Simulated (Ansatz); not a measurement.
CO2:

```xyz
6
Lattice="4.2272 0.0000 0.0000 0.0000 4.2272 0.0000 0.0000 0.0000 4.6878" Properties=species:S:1:pos:R:3 pbc="T T T"
O     3.4022    3.4022    0.0000
O     0.8250    0.8250    0.0000
O     2.9386    1.2886    2.3439
O     1.2886    2.9386    2.3439
C     0.0000    0.0000    0.0000
C     2.1136    2.1136    2.3439
```

The cell comes from a database or a generator and needn't be the stable form of this composition.

- Program: Ansatz 0.2.0
- Task: single point
- Functional: PBE
- Potentials or basis: Ansatz PAW
- Cutoff: 420 eV (not typed: the program's choice for these potentials)
- k mesh: 6 × 6 × 6
- Occupations: fermi-dirac, width 0.05 eV
- Spin: no spin polarisation

On this cell: pressure 2.5 GPa; largest force 0.138 eV/Å; band gap on the k mesh 6.59 eV, indirect (least direct gap 7.06 eV).

The same run follows on a disturbed copy (atoms moved at random, drawn with an rms of 0.05 Å):

```
O C
1.0
     4.22721    0.00000    0.00000
     0.00000    4.22721    0.00000
     0.00000    0.00000    4.68777
O C
4 2
Cartesian
  3.4356 3.3999 0.0073
  0.8087 0.8809 -0.0247
  2.8813 1.2752 2.3365
  1.2642 2.9726 2.3956
  -0.0009 0.0090 -0.0166
  2.1151 2.1186 2.3542
```

What does the disturbed cell give?

The energy moves by +22.8 meV/atom; pressure 1.6 GPa; largest force 5.599 eV/Å; band gap on the k mesh 6.45 eV, indirect (least direct gap 6.93 eV).

Forces in eV/Å, atoms in the order of the input:
```
O   -1.068 -1.089 -0.010
O   -1.174 -1.341 -0.003
O    1.931 -1.815 -0.112
O    2.173 -1.962 -0.215
C    2.247  2.413  0.066
C   -4.108  3.795  0.273
```

Stress tensor (GPa, compression positive):
```
 1.00  0.14  0.05
 0.14  1.60 -0.13
 0.05 -0.13  2.08
```

A k mesh can miss the band edges.
